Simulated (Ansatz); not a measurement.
## What a trial cell of Mn relaxes into

Level of theory: Ansatz 0.2.0, DFT PBEsol, scalar-relativistic, plane waves, PAW. Cutoff 420 eV, Γ-centred k mesh, Gaussian smearing, no spin polarisation in the final step.

The start puts Mn on the alpha-gallium structure type (Cmce, No. 64), at a guessed volume.

```yaml
crystal:
  lattice:
    - [2.00704, -3.40156, 0.00000]
    - [2.00704, 3.40156, 0.00000]
    - [0.00000, 0.00000, 4.01942]
  atoms:
    - { symbol: Mn, position: [0.15250, 0.84750, 0.07850] }
    - { symbol: Mn, position: [0.65250, 0.34750, 0.42150] }
    - { symbol: Mn, position: [0.84750, 0.15250, 0.92150] }
    - { symbol: Mn, position: [0.34750, 0.65250, 0.57850] }
```

Cell and atoms relax at zero pressure; the relaxation can't lower the symmetry of the start. After a coarse first stage the cell is made exact in the group found at 0.06 Å.

Energies count from the standard state of Mn at the same level.

**Question.** Describe the relaxed structure.

**Answer.** It ends in Fmmm (No. 69). Conventional cell: a = 2.555 Å, b = 4.194 Å, c = 8.158 Å. Mn is coordinated by 1 Mn at 1.91 Å.

```
Mn
1.0
     0.00000    2.09695    4.07890
     1.27748    0.00000    4.07890
     1.27748    2.09695    0.00000
Mn
2
Direct
  0.11702 0.11702 0.88298
  0.88298 0.88298 0.11702
```

**Question.** What are its volume, energy, density and gap?

**Answer.** The volume per atom is 10.93 Å³, the density is 8.35 g/cm³ and the energy over the standard structure is 0.41 eV/atom. The gap on the 26×26×26 mesh is 0 eV (a metal).

The final run used a 26×26×26 mesh on its 2-atom cell and 0.10 eV smearing. For metals, differences of a few meV/atom aren't resolved. A structure relaxed within its symmetry needn't be a true minimum.